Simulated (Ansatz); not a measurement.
Cu:

```
CELL_PARAMETERS angstrom
0.00000 1.80750 1.80750
1.80750 0.00000 1.80750
1.80750 1.80750 0.00000
ATOMIC_POSITIONS crystal
Cu 0.00000 0.00000 0.00000
```

```yaml
Program: Ansatz 0.2.0
Task: relaxation of cell and atoms
Functional: revPBE
Potentials_or_basis: all-electron LAPW, scalar-relativistic
Basis_error_allowed: 0.001 eV/atom
k_mesh: 13 × 13 × 13
Occupations: fermi-dirac, width 0.05 eV
Spin: no spin polarisation
```

At the start: volume 11.81 Å³/atom.

Task: How do energy, volume and symmetry change on relaxing?

Result: Over 5 steps the energy falls by 6.9 meV/atom and the volume is 12.25 Å³/atom (+3.7 %); space group Fm-3m (No. 225, to 0.05 Å).

Step by step:
| step | energy change (eV) | largest force (eV/Å) | volume (Å³) |
| --- | --- | --- | --- |
| 1 | 0.0000 | 0.0000 | 11.81 |
| 2 | -0.0051 | 0.0000 | 12.02 |
| 3 | -0.0069 | 0.0000 | 12.24 |
| 4 | -0.0069 | 0.0000 | 12.25 |
| 5 | -0.0069 | 0.0000 | 12.25 |

Final structure:
```
Cu
1.0
     0.00000    1.82974    1.82974
     1.82974    0.00000    1.82974
     1.82974    1.82974    0.00000
Cu
1
Direct
  0.00000 0.00000 0.00000
```
